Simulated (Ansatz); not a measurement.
# As (P-1) in Ansatz: convergence with k mesh

Aim: find how far k mesh must go before the results for As settle, at PBE. This setting moves, with any that are tied to it; all else stays.

Program: Ansatz 0.2.0. These are calculated values, not measurements. Logs are shortened: lines on timing, memory, paths and dates and some standing lists are left out, and cuts for length are marked.

### 1 The cell of the first run

The typed cell holds 1 atom: a = 2.710 Å, b = 2.730 Å, c = 2.672 Å, α = 88.59°, β = 90.51°, γ = 90.74°.

This isn't the form of As at room conditions, which is rhombohedral.

The cell isn't the ideal one: cell strained at random at fixed volume.

### 2 With k mesh 3 × 3 × 3

input.yaml

```yaml
crystal:
  lattice:
    - [2.710041, -0.017379, -0.011858]
    - [-0.017379, 2.7297, 0.033264]
    - [-0.011858, 0.033264, 2.672193]
  atoms:
    - { symbol: As, position: [0.484351, 0.505525, 0.496375] }
hamiltonian:
  xc: pbe
  pseudopotentials: { kind: paw }
kpoints:
  mp_grid: { grid: [3, 3, 3] }
scf:
  occupations: { method: cold, width: 0.05 }
output:
  forces: true
  stress: true
  eigenvalues: true
```

Potentials or basis: Ansatz PAW.

Command:

```console
ansatz run input.yaml --threads 2 --pin off --max-ram 5632MiB --backend cpu --events-out ev --progress --plain --runs-dir out
```

Standard output:

```text
Warning: RAYON_NUM_THREADS=2 ignored (pool sized by the plan → 2); use --threads N
Engine: ansatz 0.2.0, x86_64-unknown-linux-gnu
Pseudopotentials: kind: paw
Pseudopotential: As, paw, valence charge 15, recommended cutoff 420 eV (normal), As.paw.azcp
Functional definition: PBE
  parameter kappa = 0.804
  parameter beta = 0.06672455060314922
  exchange = pbe_x(kappa = kappa, mu = beta*pi^2/3)
  correlation = pbe_c(beta = beta)
Crystal: 1 atoms, lattice volume = 19.764 Å³
Basis set: ecut = 420 eV, 389 PW (Γ), exchange–correlation on 40×40×36 points (8 copies of the dense FFT grid, shifted against one another)
Bands: 12, of which v1, the nominal top of the filled ones, is band 8 counted from 1 (7 counted from 0)
Symmetry: 2 space group operations
Space group: P-1 (ITA 2), of the structure as read, at distance tolerance 2.7e-5 Å
k-points: 14 of 27
Non-local potential: As, projectors of the file, l = 0: 2, l = 1: 2, l = 2: 3, l = 3: 1
PAW form: soft (Blöchl's): semilocal exchange-correlation on the pseudo side does not see the compensation charge
PAW one-centre angular grid: As, 590 points (default); XC on 64 Gauss nodes
Initial density: superposition of atomic densities (neutral atoms: chi_scale 0, normalization atom), corrected by the library's trained network
Initial wavefunctions: pseudopotential atomic-orbital guess
Functional: x = pbe(κ = 0.804, μ = 0.2195149727645171), c = pbe(β = 0.06672455060314922)
SCF iter   1: F=—  HF=-4855.616098 eV  |F-HF|=—  |Δ(HF+E_count)|=         —  Δρ=1.12e-2  dr2=2.01e-2  ethr=1.77e-3  ⟨swp⟩=5.5  Hψ=1025  notcnv=0
preconditioner: auto → none  [metal: Δε(μ)=0.050 eV  Ē_g=15.042 eV  σ=0.050 eV  W_gap=0.42  n_scr=6 (ndim 8)  ℏωp=18.7 eV  f_vac=0.002  D(μ)=4.64/eV (n_scr^D=84)  sad-step TF]
SCF iter   2: F=—  HF=-4855.612375 eV  |F-HF|=—  |Δ(HF+E_count)|=   3.72e-3  S|Δr|=    0.00e0  Δρ=6.04e-3  dr2=5.75e-3  ethr=1.34e-4  ⟨swp⟩=1.1  Hψ=284  notcnv=0  defer=1
SCF iter   3: F=—  HF=-4855.611158 eV  |F-HF|=—  |Δ(HF+E_count)|=   1.22e-3  S|Δr|=    0.00e0  Δρ=7.80e-4  dr2=1.28e-4  ethr=3.83e-5  ⟨swp⟩=1.9  Hψ=190  notcnv=0  defer=1
SCF iter   4: F=—  HF=-4855.611142 eV  |F-HF|=—  |Δ(HF+E_count)|=   1.59e-5  S|Δr|=    0.00e0  Δρ=3.28e-4  dr2=2.09e-5  ethr=8.55e-7  ⟨swp⟩=2.9  Hψ=272  notcnv=0  defer=1
SCF iter   5: F=—  HF=-4855.611145 eV  |F-HF|=—  |Δ(HF+E_count)|=   2.63e-6  S|Δr|=    0.00e0  Δρ=7.49e-5  dr2=5.72e-7  ethr=1.39e-7  ⟨swp⟩=1.1  Hψ=170  notcnv=0  defer=1
SCF iter   6: F=-4855.611145 eV  HF=-4855.611145 eV  |F-HF|=5.81e-8  |Δ(HF+E_count)|=   3.13e-7  S|Δr|=    0.00e0  Δρ=2.29e-5  dr2=9.96e-8  ethr=6.67e-10  ⟨swp⟩=5.6  Hψ=783  notcnv=0
SCF 1 converged in 6 iterations: F = -4855.611145 eV  dr2 = 9.96e-8
SCF converged after 6 iterations
Stability not checked: this state was not tested for a lower state beside it, because cold or Methfessel-Paxton smearing, or corrected tetrahedra, fill the levels in a way that the test cannot read (fill_not_monotonic; see scf.lower_state_search)
Free energy (F): -4855.611145 eV
Harris-Foulkes:  -4855.611145 eV  (|F-HF|=5.81e-8)
Internal energy: -4855.609546 eV  (E = F + TS)
E sigma→0 (E₀):  -4855.610612 eV
Entropy (-TS):   -0.001599 eV (-1.599 meV/atom)
Fermi energy:    10.272996 eV
--- Per-component energies (eV) ---
  E_band       = -215.586913
  E_kinetic    = 102.728775
  E_local      = -1546.884991  (includes V_loc(G=0)·N_el)
  E_nonlocal   = -670.203400
  E_hartree    = 873.145464
  E_xc         = -79.059586
  E_vxc        = -79.091130  (∫ρ·V_xc dr)
  E_paw        = -1835.436370  (= ΣΔE_a)
  E_vpaw       = 231.574794  (= ΣTr[D̂ρ^β])
  E_aug_tail   = 0.000007  (compensation charges beyond the density's cutoff)
  E_ewald      = -1699.899445
  E_smearing   = -0.001599  (= −TS)
  E_closure    = 0.000000  (closes the sum)
  Σ components = -4855.611145   (vs F -4855.611145, Δ=0.00e0)
--- Forces (eV/Å), atoms counted from 1 ---
  atom   1  As     0.00000000     0.00000000     0.00000000
  max |Σ_I F_I| component: 0.00e0 eV/Å
--- Stress (GPa, compression-positive) ---
       -1.185901      -5.993997      -3.329616
       -5.993996      -1.188871      11.512077
       -3.329618      11.512073       4.584029
  P = ⅓ Tr σ = 0.7364 GPa (7.364 kbar)
--- Band table (eV; the first three rows and the last of 14) ---
  k-point 0: bands = ["-24.4361", "-24.4155", "-24.3381", "-24.3183", "-24.2729", "-3.3104", "15.4667", "15.7650", "16.2645", "20.1124", "20.4004", "22.3068"]
  k-point 1: bands = ["-24.4243", "-24.3698", "-24.3501", "-24.3139", "-24.2858", "-1.3080", "7.2020", "17.0849", "17.3946", "21.9371", "23.4486", "28.0660"]
  k-point 2: bands = ["-24.4176", "-24.3824", "-24.3446", "-24.3271", "-24.2780", "-1.4606", "7.0001", "17.2315", "17.7063", "22.0505", "23.8357", "28.2917"]
  k-point 13: bands = ["-24.3894", "-24.3827", "-24.3224", "-24.3140", "-24.2781", "2.3434", "10.2905", "10.3515", "11.5279", "19.4581", "20.5672", "20.7868"]
```

Wall time 0.41 s (2 threads of Intel Xeon Platinum 8259CL at 2.50GHz (Skylake/Cascade Lake), shared host); peak memory 0.32 GiB.

Results:

* Free energy: -4855.6111 eV
* Pressure: 0.7 GPa
* Band gap on the k mesh: none (metal or under the smearing width)

### 3 With k mesh 4 × 4 × 4

input.yaml: that of step 2 with these lines changed.

```diff
@@ -11,3 +11,3 @@
 kpoints:
-  mp_grid: { grid: [3, 3, 3] }
+  mp_grid: { grid: [4, 4, 4] }
 scf:
```

Potentials or basis: Ansatz PAW.

Command:

```console
ansatz run input.yaml --threads 2 --pin off --max-ram 5632MiB --backend cpu --events-out ev --progress --plain --runs-dir out
```

Run time: 0.54 s. Hardware: 2 threads of Intel Xeon Platinum 8259CL at 2.50GHz (Skylake/Cascade Lake), shared host; peak memory 0.32 GiB.

Results:

```
Free energy            : -4855.5760 eV
Pressure               : 0.9 GPa
Band gap on the k mesh : none (metal or under the smearing width)
```

### 4 With k mesh 5 × 5 × 5

input.yaml: that of step 3 with these lines changed.

```diff
@@ -11,3 +11,3 @@
 kpoints:
-  mp_grid: { grid: [4, 4, 4] }
+  mp_grid: { grid: [5, 5, 5] }
 scf:
```

Command:

```console
ansatz run input.yaml --threads 2 --pin off --max-ram 5632MiB --backend cpu --events-out ev --progress --plain --runs-dir out
```

It took 0.79 s on 2 threads of Intel Xeon Platinum 8259CL at 2.50GHz (Skylake/Cascade Lake), shared host; peak memory 0.33 GiB.

Results:

| Quantity | Value |
| --- | --- |
| Free energy | -4855.8938 eV |
| Pressure | 2.6 GPa |
| Band gap on the k mesh | none (metal or under the smearing width) |

### 5 With k mesh 6 × 6 × 6

input.yaml: that of step 4 with these lines changed.

```diff
@@ -11,3 +11,3 @@
 kpoints:
-  mp_grid: { grid: [5, 5, 5] }
+  mp_grid: { grid: [6, 6, 6] }
 scf:
```

Command:

```console
ansatz run input.yaml --threads 2 --pin off --max-ram 5632MiB --backend cpu --events-out ev --progress --plain --runs-dir out
```

It took 1.1 s on 2 threads of Intel Xeon Platinum 8259CL at 2.50GHz (Skylake/Cascade Lake), shared host; peak memory 0.35 GiB.

Results:

| Quantity | Value |
| --- | --- |
| Free energy | -4856.0363 eV |
| Pressure | 2.8 GPa |
| Band gap on the k mesh | none (metal or under the smearing width) |

### 6 With k mesh 7 × 7 × 7

input.yaml: that of step 5 with these lines changed.

```diff
@@ -11,3 +11,3 @@
 kpoints:
-  mp_grid: { grid: [6, 6, 6] }
+  mp_grid: { grid: [7, 7, 7] }
 scf:
```

Potentials or basis: Ansatz PAW.

Command:

```console
ansatz run input.yaml --threads 2 --pin off --max-ram 5632MiB --backend cpu --events-out ev --progress --plain --runs-dir out
```

Wall time 1.4 s (2 threads of Intel Xeon Platinum 8259CL at 2.50GHz (Skylake/Cascade Lake), shared host); peak memory 0.38 GiB.

It converged, with:

```
Free energy            : -4856.0460 eV
Pressure               : 2.6 GPa
Band gap on the k mesh : none (metal or under the smearing width)
```

### 7 With k mesh 9 × 9 × 9

input.yaml: that of step 6 with these lines changed.

```diff
@@ -11,3 +11,3 @@
 kpoints:
-  mp_grid: { grid: [7, 7, 7] }
+  mp_grid: { grid: [9, 9, 9] }
 scf:
```

Command:

```console
ansatz run input.yaml --threads 2 --pin off --max-ram 5632MiB --backend cpu --events-out ev --progress --plain --runs-dir out
```

Wall time 3 s (2 threads of Intel Xeon Platinum 8259CL at 2.50GHz (Skylake/Cascade Lake), shared host); peak memory 0.41 GiB.

It converged, with:

```
Free energy            : -4856.0136 eV
Pressure               : 1.8 GPa
Band gap on the k mesh : none (metal or under the smearing width)
```

### 8 With k mesh 11 × 11 × 11

input.yaml: that of step 7 with these lines changed.

```diff
@@ -11,3 +11,3 @@
 kpoints:
-  mp_grid: { grid: [9, 9, 9] }
+  mp_grid: { grid: [11, 11, 11] }
 scf:
```

Command:

```console
ansatz run input.yaml --threads 2 --pin off --max-ram 5632MiB --backend cpu --events-out ev --progress --plain --runs-dir out
```

Run time: 4.6 s. Hardware: 2 threads of Intel Xeon Platinum 8259CL at 2.50GHz (Skylake/Cascade Lake), shared host; peak memory 0.48 GiB.

The run converged. Its results:

- Free energy: -4855.9875 eV
- Pressure: 3.1 GPa
- Band gap on the k mesh: none (metal or under the smearing width)

### 9 With k mesh 13 × 13 × 14

input.yaml: that of step 8 with these lines changed.

```diff
@@ -11,3 +11,3 @@
 kpoints:
-  mp_grid: { grid: [11, 11, 11] }
+  mp_grid: { grid: [13, 13, 14] }
 scf:
```

Potentials or basis: Ansatz PAW.

Command:

```console
ansatz run input.yaml --threads 2 --pin off --max-ram 5632MiB --backend cpu --events-out ev --progress --plain --runs-dir out
```

Wall time 8.4 s (2 threads of Intel Xeon Platinum 8259CL at 2.50GHz (Skylake/Cascade Lake), shared host); peak memory 0.6 GiB.

It converged, with:

* Free energy: -4856.0206 eV
* Pressure: 2.6 GPa
* Band gap on the k mesh: none (metal or under the smearing width)

### 10 With k mesh 16 × 16 × 16

input.yaml: that of step 9 with these lines changed.

```diff
@@ -11,3 +11,3 @@
 kpoints:
-  mp_grid: { grid: [13, 13, 14] }
+  mp_grid: { grid: [16, 16, 16] }
 scf:
```

Command:

```console
ansatz run input.yaml --threads 2 --pin off --max-ram 5632MiB --backend cpu --events-out ev --progress --plain --runs-dir out
```

Run time: 14 s. Hardware: 2 threads of Intel Xeon Platinum 8259CL at 2.50GHz (Skylake/Cascade Lake), shared host; peak memory 0.8 GiB.

The run converged. Its results:

| Quantity | Value |
| --- | --- |
| Free energy | -4856.0108 eV |
| Pressure | 2.4 GPa |
| Band gap on the k mesh | none (metal or under the smearing width) |

### 11 Summary

```csv
k mesh,"energy less the tightest run, at zero smearing (meV/atom)",pressure (GPa),SCF cycles,CPU time (s),peak memory (GiB)
3 × 3 × 3,400.17,0.74,6,0.6,0.32
4 × 4 × 4,435.07,0.91,5,0.86,0.32
5 × 5 × 5,117.10,2.59,7,1.3,0.33
6 × 6 × 6,-25.40,2.84,5,1.9,0.35
7 × 7 × 7,-35.20,2.59,5,2.6,0.38
9 × 9 × 9,-2.80,1.81,6,5.5,0.41
11 × 11 × 11,23.25,3.06,5,8.7,0.48
13 × 13 × 14,-9.80,2.61,6,16,0.6
16 × 16 × 16,0.00,2.39,5,27,0.8
```

Not settled before the last step: the energy (to 1 meV/atom), the pressure (to 0.1 GPa). Meshes of other sizes hit other points, so gaps and Fermi surfaces needn't settle smoothly. The tightest run that finished is the yardstick and may itself not be fully converged.
